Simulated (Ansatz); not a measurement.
## CsPbCl3 in I4/mcm, a phase reached by a soft mode: a soft mode frozen in

Which phase does CsPbCl3 in I4/mcm, a phase reached by a soft mode fall into along its unstable mode, and how much energy does it gain?

Calculated with Ansatz 0.2.0; DFT PBE, scalar-relativistic, plane waves, PAW; PAW set soft_1.

The structure was built from a prototype and need not be the compound's stable phase.

**1. The starting structure**

The structure is tetragonal, space group I4/mcm (No. 140). Conventional cell: a = 7.967 Å, b = 7.967 Å, c = 11.595 Å, α = 90.00°, β = 90.00°, γ = 90.00°. Cs has 12 Cl at 3.61 to 4.53 Å nearest. Nearest to Pb lie 6 Cl at 2.89 to 2.90 Å. Cl has 2 Pb at 2.89 Å and 4 Cs at 3.61 to 4.53 Å nearest. Nearest to Cl lie 2 Pb at 2.90 Å and 4 Cs at 3.98 Å. Farther neighbours and most contacts between anions are not listed.

As a file:

```cif
data_structure
_symmetry_space_group_name_H-M 'I4/mcm'
_symmetry_Int_Tables_number 140
_cell_length_a 7.9672
_cell_length_b 7.9672
_cell_length_c 11.5953
_cell_angle_alpha 90.000
_cell_angle_beta 90.000
_cell_angle_gamma 90.000
_cell_volume 736.03
loop_
_atom_site_label
_atom_site_type_symbol
_atom_site_symmetry_multiplicity
_atom_site_Wyckoff_symbol
_atom_site_fract_x
_atom_site_fract_y
_atom_site_fract_z
_atom_site_occupancy
Cs1 Cs 4 b 0.00000 0.50000 0.25000 1
Pb1 Pb 4 c 0.00000 0.00000 0.00000 1
Cl1 Cl 8 h 0.30886 0.80886 0.00000 1
Cl2 Cl 4 a 0.50000 0.50000 0.25000 1
```

**2. Linear response at the zone centre**

This phase was reached earlier by freezing in an unstable mode of a structure of higher symmetry and relaxing. Its zone-centre modes can show that it is still unstable.

input.yaml

```yaml
crystal:
  lattice:
    - [-3.9836070604, 3.9836070604, 5.797659647]
    - [3.9836070604, -3.9836070604, 5.797659647]
    - [3.9836070604, 3.9836070604, -5.797659647]
  atoms:
    - { symbol: Cs, position: [0.75, 0.25, 0.5] }
    - { symbol: Cs, position: [0.25, 0.75, 0.5] }
    - { symbol: Pb, position: [0.0, 0.0, 0.0] }
    - { symbol: Pb, position: [0.5, 0.5, 0.0] }
    - { symbol: Cl, position: [0.8088593284, 0.3088593284, 0.1177186568] }
    - { symbol: Cl, position: [0.1911406716, 0.6911406716, 0.8822813432] }
    - { symbol: Cl, position: [0.75, 0.75, 0.0] }
    - { symbol: Cl, position: [0.25, 0.25, 0.0] }
    - { symbol: Cl, position: [0.3088593284, 0.1911406716, 0.5] }
    - { symbol: Cl, position: [0.6911406716, 0.8088593284, 0.5] }
kpoints:
  mp_grid: { grid: [6, 6, 6] }
hamiltonian:
  xc: pbe
  pseudopotentials: { kind: paw, azcp: { folder: soft_1 } }
scf:
  occupations: { method: fixed }
output:
  eigenvalues: true
phonons:
  method: dfpt
  dielectric: true
  rigid_motions: translations
```

On the command line:

```sh
$ ansatz run input.yaml --threads 8 --pin off --max-ram 16384MiB --backend cpu --events-out ev --progress --plain --runs-dir out
```

Numbers of over 12 decimals in the logs are rounded to 6 here.

The log of the run:

```text
Engine: ansatz 0.2.0, aarch64-unknown-linux-gnu
Pseudopotentials: kind: paw
Pseudopotential: Cs, paw, valence charge 9, recommended cutoff 420 eV (normal), soft_1/Cs.paw.azcp
Pseudopotential: Pb, paw, valence charge 14, recommended cutoff 420 eV (normal), soft_1/Pb.paw.azcp
Pseudopotential: Cl, paw, valence charge 7, recommended cutoff 420 eV (normal), soft_1/Cl.paw.azcp
Functional definition: PBE
  parameter kappa = 0.804
  parameter beta = 0.066725
  exchange = pbe_x(kappa = kappa, mu = beta*pi^2/3)
  correlation = pbe_c(beta = beta)
Crystal: 10 atoms, lattice volume = 368.015 Å³
Basis set: ecut = 420 eV, 7207 PW (Γ), exchange–correlation on 120×120×120 points (8 copies of the dense FFT grid, shifted against one another)
Bands: 54, of which v1, the nominal top of the filled ones, is band 44 counted from 1 (43 counted from 0)
Symmetry: 16 space group operations
k-points: 112 of 216 (irreducible under 1 space group operation, time reversal used)
Non-local potential: Cs, projectors of the file, l = 0: 3, l = 1: 2, l = 2: 2, l = 3: 2
Non-local potential: Pb, projectors of the file, l = 0: 2, l = 1: 2, l = 2: 2, l = 3: 1
Non-local potential: Cl, projectors of the file, l = 0: 2, l = 1: 2, l = 2: 1
PAW form: soft (Blöchl's): semilocal exchange-correlation on the pseudo side does not see the compensation charge
PAW one-centre angular grid: Cs, 194 points (default); XC on 64 Gauss nodes
PAW one-centre angular grid: Pb, 590 points (default); XC on 64 Gauss nodes
PAW one-centre angular grid: Cl, 110 points (default); XC on 64 Gauss nodes
Initial density: superposition of atomic densities (chi_scale 0.1, normalization cell, long waves kept (reshape's long-wave potential 0.01 eV rms))
Initial wavefunctions: pseudopotential atomic-orbital guess
Functional: x = pbe(κ = 0.804, μ = 0.219515), c = pbe(β = 0.066725)
SCF iter   1: F=—  HF=-41654.210116 eV  |F-HF|=—  |Δ(HF+E_count)|=         —  Δρ=2.31e-2  dr2=4.75e0  ethr=3.10e-3  ⟨swp⟩=6.3  Hψ=22925  notcnv=0  defer=756
preconditioner: auto → Resta (q_TF=auto, 2.149 Å⁻¹)  ε∞=2.9  [insulator: Δε(μ)=2.217 eV  Ē_g=12.749 eV  n_scr=58 (ndim 8)  ℏωp=17.7 eV  f_vac=0.016  ε∞_Penn≈2.9]
SCF iter   2: F=—  HF=-41652.651658 eV  |F-HF|=—  |Δ(HF+E_count)|=    1.56e0  Δρ=1.14e-2  dr2=1.57e0  ethr=3.10e-3  ⟨swp⟩=3.6  Hψ=11398  notcnv=0  defer=784
SCF iter   3: F=—  HF=-41651.932881 eV  |F-HF|=—  |Δ(HF+E_count)|=   7.19e-1  Δρ=3.08e-3  dr2=7.39e-2  ethr=1.79e-3  ⟨swp⟩=4.1  Hψ=11694  notcnv=0  defer=852
SCF iter   4: F=—  HF=-41651.917758 eV  |F-HF|=—  |Δ(HF+E_count)|=   1.51e-2  Δρ=1.16e-3  dr2=6.96e-3  ethr=8.40e-5  ⟨swp⟩=3.4  Hψ=11011  notcnv=0  defer=850
SCF iter   5: F=—  HF=-41651.920005 eV  |F-HF|=—  |Δ(HF+E_count)|=   2.25e-3  Δρ=2.05e-4  dr2=1.66e-4  ethr=7.91e-6  ⟨swp⟩=3.6  Hψ=9233  notcnv=0  defer=894
SCF iter   6: F=—  HF=-41651.920254 eV  |F-HF|=—  |Δ(HF+E_count)|=   2.49e-4  Δρ=3.77e-5  dr2=6.64e-6  ethr=1.89e-7  ⟨swp⟩=2.0  Hψ=10486  notcnv=0  defer=888
SCF iter   7: F=—  HF=-41651.920184 eV  |F-HF|=—  |Δ(HF+E_count)|=   7.09e-5  Δρ=1.18e-5  dr2=5.51e-7  ethr=7.55e-9  ⟨swp⟩=2.0  Hψ=10720  notcnv=0  defer=824
SCF iter   8: F=—  HF=-41651.920184 eV  |F-HF|=—  |Δ(HF+E_count)|=   6.22e-7  Δρ=2.35e-6  dr2=3.45e-8  ethr=6.26e-10  ⟨swp⟩=2.0  Hψ=10311  notcnv=0  defer=824
SCF iter   9: F=—  HF=-41651.920184 eV  |F-HF|=—  |Δ(HF+E_count)|=   4.23e-8  Δρ=8.96e-7  dr2=5.17e-9  ethr=3.92e-11  ⟨swp⟩=2.0  Hψ=8915  notcnv=0  defer=824
SCF iter  10: F=—  HF=-41651.920184 eV  |F-HF|=—  |Δ(HF+E_count)|=   3.61e-9  Δρ=3.15e-7  dr2=5.62e-10  ethr=5.88e-12  ⟨swp⟩=2.0  Hψ=9191  notcnv=0  defer=824
SCF iter  11: F=-41651.920184 eV  HF=-41651.920184 eV  |F-HF|=2.91e-11  |Δ(HF+E_count)|=  1.53e-10  Δρ=5.55e-8  dr2=1.89e-11  ethr=1.00e-12  ⟨swp⟩=22.1  Hψ=51086  notcnv=0
SCF 1 converged in 11 iterations: F = -41651.920184 eV  dr2 = 1.89e-11
  greatest PAW one-centre occupation: 0.983 electrons in one spin orbital (limit 2), on the Pb atom at site 2 (counted from 0), in its partial waves of l = 2
NSCF: frozen V_eff on 4 k-points
DFPT response loops at Γ: preconditioner auto → Resta (q_TF=auto, 2.149 Å⁻¹)  ε∞=5.0 (no band partly filled); β = 1.00, the filter's whole step (`scf.mixing.beta` (0.50) is not read by the response loops at its default; to damp them type it under 1.00, their step now; it binds the ground state too); Broyden in place of MSR1
── the response to a field inside a basis, on 6×6×6 k-points: an SCF that follows is theirs, and a resumed run solves both again ──
Bands: 45, of which v1, the nominal top of the filled ones, is band 44 counted from 1 (43 counted from 0)
k-points: 28 of 216
Initial density: handed on by an earlier stage of this run
Initial wavefunctions: pseudopotential atomic-orbital guess (no wavefunctions were taken with the density)
Eigensolver: Dense (28 Hₖ)
SCF iter   1: F=—  HF=-41651.520092 eV  |F-HF|=—  |Δ(HF+E_count)|=         —  Δρ=4.08e-4  dr2=2.42e-4  ethr=1.00e-1
preconditioner: auto → Resta (q_TF=auto, 2.149 Å⁻¹)  ε∞=3.5  [insulator: Δε(μ)=2.560 eV  Ē_g=11.194 eV  n_scr=58 (ndim 8)  ℏωp=17.7 eV  f_vac=0.095  ε∞_Penn≈3.5]
SCF iter   2: F=—  HF=-41651.520182 eV  |F-HF|=—  |Δ(HF+E_count)|=   9.00e-5  Δρ=2.19e-4  dr2=8.39e-5  ethr=2.74e-7
SCF iter   3: F=—  HF=-41651.520225 eV  |F-HF|=—  |Δ(HF+E_count)|=   4.24e-5  Δρ=2.23e-5  dr2=2.19e-6  ethr=9.54e-8
SCF iter   4: F=—  HF=-41651.520226 eV  |F-HF|=—  |Δ(HF+E_count)|=   1.36e-6  Δρ=7.46e-6  dr2=2.96e-7  ethr=2.49e-9
SCF iter   5: F=-41651.520226 eV  HF=-41651.520226 eV  |F-HF|=5.43e-9  |Δ(HF+E_count)|=   4.57e-7  Δρ=1.10e-6  dr2=9.58e-9  ethr=3.36e-10
SCF 1 converged in 5 iterations: F = -41651.520226 eV  dr2 = 9.58e-9
  greatest PAW one-centre occupation: 0.982 electrons in one spin orbital (limit 2), on the Pb atom at site 3 (counted from 0), in its partial waves of l = 2
DFPT response loops at Γ: preconditioner auto → Resta (q_TF=auto, 2.149 Å⁻¹)  ε∞=4.8 (no band partly filled); β = 1.00, the filter's whole step (`scf.mixing.beta` (0.50) is not read by the response loops at its default; to damp them type it under 1.00, their step now; it binds the ground state too); Broyden in place of MSR1
SCF converged after 11 iterations
Free energy (F): -41651.920184 eV
Harris-Foulkes:  -41651.920184 eV  (|F-HF|=2.91e-11)
Internal energy: -41651.920184 eV  (E = F + TS)
E sigma→0 (E₀):  -41651.920184 eV
Fermi energy:    3.035115 eV
--- Per-component energies (eV) ---
  E_band       = -500.815671
  E_kinetic    = 1784.357252
  E_local      = -5210.020853  (includes V_loc(G=0)·N_el)
  E_nonlocal   = 842.879637
  E_hartree    = 1946.670271
  E_xc         = -1419.119721
  E_vxc        = -1253.568683  (∫ρ·V_xc dr)
  E_paw        = -34854.009439  (= ΣΔE_a)
  E_vpaw       = -557.804281  (= ΣTr[D̂ρ^β])
  E_aug_tail   = 0.000631  (compensation charges beyond the density's cutoff)
  E_ewald      = -4742.677962
  E_smearing   = -0.000000  (= −TS)
  E_closure    = -0.000000  (closes the sum)
  Σ components = -41651.920184   (vs F -41651.920184, Δ=0.00e0)
--- Band table (eV; the first three rows and the last of 112) ---
  k-point 0: bands = [... 40 lower, 1.4368, 1.4576, 1.4576, 3.0351, 5.4333, 5.6453, 5.6453, 7.2261, ... 6 higher]
  k-point 1: bands = [... 40 lower, 1.3767, 1.4631, 1.4970, 2.7575, 5.5357, 5.7184, 6.3059, 7.4526, ... 6 higher]
  k-point 2: bands = [... 40 lower, 1.2654, 1.4714, 1.5115, 2.4801, 5.7427, 5.8837, 6.9209, 7.4543, ... 6 higher]
  k-point 111: bands = [... 40 lower, 1.2939, 1.3796, 1.8977, 2.4112, 6.0050, 6.0050, 6.2270, 8.1758, ... 6 higher]
--- Phonons (Γ-DFPT): 8 representative perturbations + reference, on 112 of 216 k-points (Σ response iterations 26) ---
  k mesh reduced under 1 symmetry operation, with k and −k counted as one. Each operation leaves every solved perturbation unchanged. A smaller set is not considered because the run solves the response to a homogeneous field
  ASR residual: 5.955e-5 → 0.000e0 eV/Å²; symmetrization residual: 2.701e-5 eV/Å²
  ASR residual per site (eV/Å²): 3.57e-5 3.57e-5 5.96e-5 5.96e-5 3.27e-5 3.27e-5 3.75e-5 3.75e-5 3.27e-5 3.27e-5
  Γ frequencies (cm⁻¹): -15.60 -15.60 0.00 0.00 0.00 28.48 28.48 41.64 41.64 46.22 46.61 52.64 52.64 60.94 60.94 70.81 72.22 75.39 87.02 91.85 91.85 92.09 92.18 92.18 95.66 95.66 103.38 181.24 181.55 233.81
  ε∞ (high-frequency dielectric tensor):
        3.555747    -0.000000     0.000000
       -0.000000     3.555747     0.000000
        0.000000     0.000000     3.760010
  softest optical mode at Γ: -15.60 cm⁻¹; the repairs (sum rule, projections) moved no ω² at Γ by more than (2.58 cm⁻¹)²
  Born effective charges Z* (e; rows j = field, columns β = displacement):
    site 0:
         1.24721   -0.00000    0.00000
         0.00000    1.24721    0.00000
        -0.00000   -0.00000    1.40132
    site 1:
         1.24721   -0.00000    0.00000
         0.00000    1.24721    0.00000
         0.00000   -0.00000    1.40132
    site 2:
         3.69989    0.37915   -0.00000
        -0.37915    3.69989   -0.00000
         0.00000    0.00000    3.79189
    site 3:
         3.69989   -0.37915   -0.00000
         0.37915    3.69989   -0.00000
        -0.00000    0.00000    3.79189
    site 4:
        -2.09032    1.28859   -0.00000
         1.28859   -2.09032    0.00000
         0.00000    0.00000   -0.79333
    site 5:
        -2.09032    1.28859    0.00000
         1.28859   -2.09032    0.00000
         0.00000   -0.00000   -0.79333
    site 6:
        -0.76647   -0.00000   -0.00000
         0.00000   -0.76647    0.00000
        -0.00000   -0.00000   -3.60654
    site 7:
        -0.76647   -0.00000    0.00000
         0.00000   -0.76647    0.00000
         0.00000   -0.00000   -3.60654
    site 8:
        -2.09032   -1.28859    0.00000
        -1.28859   -2.09032   -0.00000
         0.00000   -0.00000   -0.79333
    site 9:
        -2.09032   -1.28859   -0.00000
        -1.28859   -2.09032    0.00000
        -0.00000   -0.00000   -0.79333
  Z* charge neutrality: 2.284e-2 e pre-enforcement
  solved inside a basis spanned on kpoints, on 6×6×6 k-points, its susceptibility summed on 8×8×8: ε∞ is read to err by 1.1e-2, Z* by 2.0e-2 e (field_mesh: kpoints solves on kpoints); Z* is corrected for what the basis lacks
  optical modes at Γ without the LO–TO term, one row a degenerate level:
      ω (cm⁻¹)  modes    IR ((D/Å)²/amu)
        -15.60      2             0.0000
         28.48      2             1.5528
         41.64      2             0.0000
         46.22      1             0.0039
         46.61      1             0.0000
         52.64      2             0.5325
         60.94      2             7.7948
[...]
optical modes at Γ + LO–TO along q̂ = [1.0000, 0.0000, 0.0000]:
      ω (cm⁻¹)  modes    IR ((D/Å)²/amu)
[...]
optical modes at Γ + LO–TO along q̂ = [0.0000, 1.0000, 0.0000]:
      ω (cm⁻¹)  modes    IR ((D/Å)²/amu)
[...]
optical modes at Γ + LO–TO along q̂ = [0.0000, 0.0000, 1.0000]:
      ω (cm⁻¹)  modes    IR ((D/Å)²/amu)
[...]
70.81      1             0.0000
         72.22      1             0.0000
         82.64      1             0.0349
         87.02      1             0.0000
         91.85      2             0.0000
         92.18      2            12.2424
         95.66      2            18.0418
        103.38      1             0.0000
        181.24      1             0.0000
        181.55      1             0.0000
        204.79      1            22.4171
        233.81      1             0.0000
```

Wall time 9.2 min (8 threads of Arm Neoverse V1, shared host); peak memory 9 GiB.

In the SCF lines HF is the Harris–Foulkes energy and dr2 the Hartree energy of the density residual, in eV; the loop may stop once dr2 is under the threshold and the program's other checks hold. Hψ counts applications of the Hamiltonian.

This step gave:

```yaml
gap_on_the_k_mesh: 2.398 eV
volume_per_atom: 36.80 Å³
sum_rule_residual_before_enforcement: 5.96e-5 eV/Å²
miss_of_the_charge_sum_rule: 0.02284 e
estimated_error_of_the_dielectric_tensor: 0.01147
estimated_error_of_the_born_charges: 0.02028 e
point_group: 4/mmm
highest_optical_mode_at_the_zone_centre_no_lo_to_term: 233.8 cm⁻¹
lowest_optical_zone_centre_mode: -15.6 cm⁻¹
mean_high_frequency_dielectric_constant: 3.624
largest_born_charge_third_of_the_trace: 3.731 e
top_of_the_zone_centre_spectrum_with_the_field: 233.8 cm⁻¹
```

Without the LO-TO term. Patterns of degenerate modes are one choice out of their space. The modes at Γ (shares of kinetic energy by element, %) (negative means imaginary):

| mode | frequency (cm⁻¹) | symmetry | Cs % | Pb % | Cl % |
| --- | --- | --- | --- | --- | --- |
| 1 | -15.6 | Eg | 33 | 0 | 67 |
| 2 | -15.6 | Eg | 33 | 0 | 67 |
| 3 | 0.0 | acoustic | 30 | 46 | 24 |
| 4 | 0.0 | acoustic | 30 | 46 | 24 |
| 5 | 0.0 | acoustic | 30 | 46 | 24 |
| 6 | 28.5 | Eu | 61 | 14 | 24 |
| 7 | 28.5 | Eu | 61 | 14 | 24 |
| 8 | 41.6 | Eg | 67 | 0 | 33 |
| 9 | 41.6 | Eg | 67 | 0 | 33 |
| 10 | 46.2 | A2u | 61 | 38 | 2 |
| 11 | 46.6 | B2g | 100 | 0 | 0 |
| 12 | 52.6 | Eu | 9 | 13 | 78 |
| 13 | 52.6 | Eu | 9 | 13 | 78 |
| 14 | 60.9 | Eu | 0 | 44 | 55 |
| 15 | 60.9 | Eu | 0 | 44 | 55 |
| 16 | 70.8 | A1g | 0 | 0 | 100 |
| 17 | 72.2 | B1u | 0 | 0 | 100 |
| 18 | 75.4 | A2u | 10 | 13 | 78 |
| 19 | 87.0 | A1u | 0 | 100 | 0 |
| 20 | 91.8 | Eg | 0 | 0 | 100 |
| 21 | 91.8 | Eg | 0 | 0 | 100 |
| 22 | 92.1 | A2u | 0 | 3 | 97 |
| 23 | 92.2 | Eu | 0 | 24 | 76 |
| 24 | 92.2 | Eu | 0 | 24 | 76 |
| 25 | 95.7 | Eu | 0 | 58 | 42 |
| 26 | 95.7 | Eu | 0 | 58 | 42 |
| 27 | 103.4 | B2g | 0 | 0 | 100 |
| 28 | 181.2 | A2g | 0 | 0 | 100 |
| 29 | 181.6 | B1g | 0 | 0 | 100 |
| 30 | 233.8 | A2g | 0 | 0 | 100 |

Displacements in mode 1 (-15.6 cm⁻¹), the largest set to 1:
```
Cs1  0.01 -0.45  0.00
Cs2 -0.01  0.45  0.00
Pb3  0.00  0.00  0.00
Pb4  0.00  0.00  0.00
Cl5  0.00  0.00  0.50
Cl6  0.00  0.00 -0.50
Cl7 -0.02 -1.00  0.00
Cl8  0.02  1.00  0.00
Cl9  0.00  0.00 -0.52
Cl10 0.00  0.00  0.52
```

Displacements in mode 6 (28.5 cm⁻¹), the largest set to 1:
```
Cs1  0.01  0.85  0.00
Cs2  0.01  0.85  0.00
Pb3  0.07 -0.33  0.00
Pb4 -0.08 -0.32  0.00
Cl5  0.16 -0.15  0.00
Cl6  0.16 -0.15  0.00
Cl7 -0.01 -1.00  0.00
Cl8 -0.01 -1.00  0.00
Cl9 -0.16 -0.15  0.00
Cl10-0.16 -0.15  0.00
```

Before it was imposed, the acoustic sum rule was missed by 6.0e-5 eV/Å² and the charge sum rule by 0.023 e. Small misses are needed for a sound result but don't prove that mesh and cutoff are converged. The lowest optical mode is imaginary, 15.6i cm⁻¹, so the energy falls along it.

**3. The mode frozen in, largest atomic shift 0 Å**

The mode followed lies at Γ with frequency 15.6i cm⁻¹ and is 2-fold degenerate, the softest among the wavevectors solved. At small amplitude the distorted cell has space group no. 15 by a symmetry search on the positions. The undistorted cell that holds it gives the zero of energy on the same k mesh.

input.yaml: that of step 2 with these lines changed.

```diff
@@ -22,8 +22,6 @@
 scf:
-  occupations: { method: fixed }
+  occupations: { method: gaussian, width: 0.02 }
 output:
+  forces: true
+  stress: true
   eigenvalues: true
-phonons:
-  method: dfpt
-  dielectric: true
-  rigid_motions: translations
```

The log of the run:

```text
[...]
Crystal: 10 atoms, lattice volume = 368.015 Å³
Basis set: ecut = 420 eV, 7207 PW (Γ), exchange–correlation on 120×120×120 points (8 copies of the dense FFT grid, shifted against one another)
Bands: 54, of which v1, the nominal top of the filled ones, is band 44 counted from 1 (43 counted from 0)
Symmetry: 16 space group operations
[...]
k-points: 30 of 216
[...]
k-point 0: bands = [... 40 lower, 1.4368, 1.4576, 1.4576, 3.0351, 5.4333, 5.6453, 5.6453, 7.2260, ... 3 higher]
  k-point 1: bands = [... 40 lower, 1.3767, 1.4630, 1.4970, 2.7575, 5.5358, 5.7184, 6.3059, 7.4526, ... 3 higher]
  k-point 2: bands = [... 40 lower, 1.2654, 1.4714, 1.5115, 2.4801, 5.7427, 5.8837, 6.9209, 7.4543, ... 3 higher]
  k-point 29: bands = [... 40 lower, 1.2938, 1.3796, 1.8977, 2.4112, 6.0051, 6.0051, 6.2270, 8.1758, ... 3 higher]
[key lines of the parts left out:]
SCF converged after 8 iterations
Free energy (F): -41651.920184 eV
Fermi energy:    4.234210 eV
P = ⅓ Tr σ = -0.0027 GPa (-0.027 kbar)
```

Elapsed: 6.4 s, on 8 threads; peak memory 1.4 GiB.

Numbers from this step:

```
pressure                         : -0.002686 GPa
energy from the undistorted cell : 0 meV/atom
```

At this level the gap is 2.40 eV on the k-mesh of the self-consistent run, which can miss the band edges.

**4. The mode frozen in, largest atomic shift 0.14 Å**

The atoms are moved along the unstable eigenvector, the largest shift by 0.14 Å, with the cell fixed.

input.yaml, the sections that differ from step 3:

```yaml
crystal:
  lattice:
    - [-3.9836070604, 3.9836070604, 5.797659647]
    - [3.9836070604, -3.9836070604, 5.797659647]
    - [3.9836070604, 3.9836070604, -5.797659647]
  atoms:
    - { symbol: Cs, position: [0.7578676951, 0.25, 0.5078676951] }
    - { symbol: Cs, position: [0.2421323049, 0.75, 0.4921323049] }
    - { symbol: Pb, position: [0.0, 0.0, 0.0] }
    - { symbol: Pb, position: [0.5, 0.5, 0.0] }
    - { symbol: Cl, position: [0.8027137324, 0.3027137324, 0.1177186568] }
    - { symbol: Cl, position: [0.1972862676, 0.6972862676, 0.8822813432] }
    - { symbol: Cl, position: [0.7675720142, 0.75, 0.0175720142] }
    - { symbol: Cl, position: [0.2324279858, 0.25, -0.0175720142] }
    - { symbol: Cl, position: [0.3150049244, 0.1972862676, 0.5] }
    - { symbol: Cl, position: [0.6849950756, 0.8027137324, 0.5] }
# kpoints, hamiltonian, scf, output: as in step 3
```

The log of the run:

```text
[...]
Crystal: 10 atoms, lattice volume = 368.015 Å³
Basis set: ecut = 420 eV, 7207 PW (Γ), exchange–correlation on 120×120×120 points (8 copies of the dense FFT grid, shifted against one another)
Bands: 54, of which v1, the nominal top of the filled ones, is band 44 counted from 1 (43 counted from 0)
Symmetry: 4 space group operations
[...]
k-points: 68 of 216
[...]
k-point 0: bands = [... 40 lower, 1.4239, 1.4515, 1.4599, 3.0184, 5.4297, 5.6408, 5.6417, 7.2367, ... 3 higher]
  k-point 1: bands = [... 40 lower, 1.3708, 1.4526, 1.5006, 2.7414, 5.5314, 5.7144, 6.2999, 7.4593, ... 3 higher]
  k-point 2: bands = [... 40 lower, 1.2640, 1.4568, 1.5203, 2.4640, 5.7358, 5.8799, 6.9085, 7.4467, ... 3 higher]
  k-point 67: bands = [... 40 lower, 1.2920, 1.3760, 1.8835, 2.4049, 5.9879, 5.9974, 6.2226, 8.1415, ... 3 higher]
[key lines of the parts left out:]
SCF converged after 8 iterations
Free energy (F): -41651.920984 eV
Fermi energy:    4.224057 eV
P = ⅓ Tr σ = -0.0075 GPa (-0.075 kbar)
```

Elapsed: 14 s, on 8 threads; peak memory 1.8 GiB; 1.8 min of CPU time.

Numbers from this step:

- pressure: -0.007490 GPa
- gap on the k-mesh: 2.411 eV
- energy from the undistorted cell: -0.08 meV/atom

The energy, extrapolated to zero smearing, is -0.08 meV/atom against the undistorted cell.

The run ends at a pressure of -0.01 GPa, with forces up to 0.0043 eV/Å.

[end of part 1 of 3]

[Logs are printed without paths, hosts, clocks, repeated set-up lines and the standing remarks that a program may print on its own settings, such as how far it seeks lower states.]

[Hosts, paths, dates, database ids (printed as entryN), source tags and the programs' standing remarks are cut or masked in the printed files.]
